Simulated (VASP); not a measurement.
A run of VASP 6.6.1 is set up as follows.

Contents of INCAR:

```
SYSTEM = HgTe
PREC     = Accurate       ! precision mode
ENCUT    = 600            ! plane-wave cutoff, eV
EDIFF    = 1E-7           ! SCF threshold, eV
ISMEAR   = 0              ! smearing method
SIGMA    = 0.03           ! smearing width, eV
LREAL    = .False.        ! projectors in reciprocal space
LASPH    = .True.         ! aspherical terms in the spheres
NELM     = 80             ! most SCF steps
ALGO     = Normal         ! electronic algorithm
ISIF     = 2              ! what is computed and relaxed
LWAVE    = .False.        ! write WAVECAR
LCHARG   = .False.        ! write CHGCAR
GGA      = CA             ! functional
IBRION   = 2              ! ionic algorithm
NSW      = 40             ! ionic steps
EDIFFG   = -0.01          ! ionic threshold
```

The input KPOINTS:

```
regular mesh
0
Gamma
  10 10 10
  0 0 0
```

The input POSCAR:

```
HgTe                                    
1.0
    0.0000000000      3.1805269110      3.1805269110
    3.1805269110      0.0000000000      3.1805269110
    3.1805269110      3.1805269110      0.0000000000
  Hg              Te            
     1     1
Direct
     0.0000000000000000    0.0000000000000000    0.0000000000000000
     0.2500000000000000    0.2500000000000000    0.2500000000000000
```

Potentials or basis: VASP PAW LDA potentials, release 64 (Hg, Te).

Command:

```console
$ cat potpaw_LDA.64/Hg/POTCAR potpaw_LDA.64/Te/POTCAR > POTCAR
$ mpirun -np 1 vasp_std > vasp.out
```

What does it give for the band gap on the k mesh?

None (metal or under the smearing width).

Final structure:
```
CELL_PARAMETERS angstrom
0.00000 3.18053 3.18053
3.18053 0.00000 3.18053
3.18053 3.18053 0.00000
ATOMIC_POSITIONS crystal
Hg 0.00000 0.00000 0.00000
Te 0.25000 0.25000 0.25000
```

Caveat: the relaxation stopped at its first step, so nothing moved. The run has no spin-orbit coupling, so splittings on Hg, Te are missing.
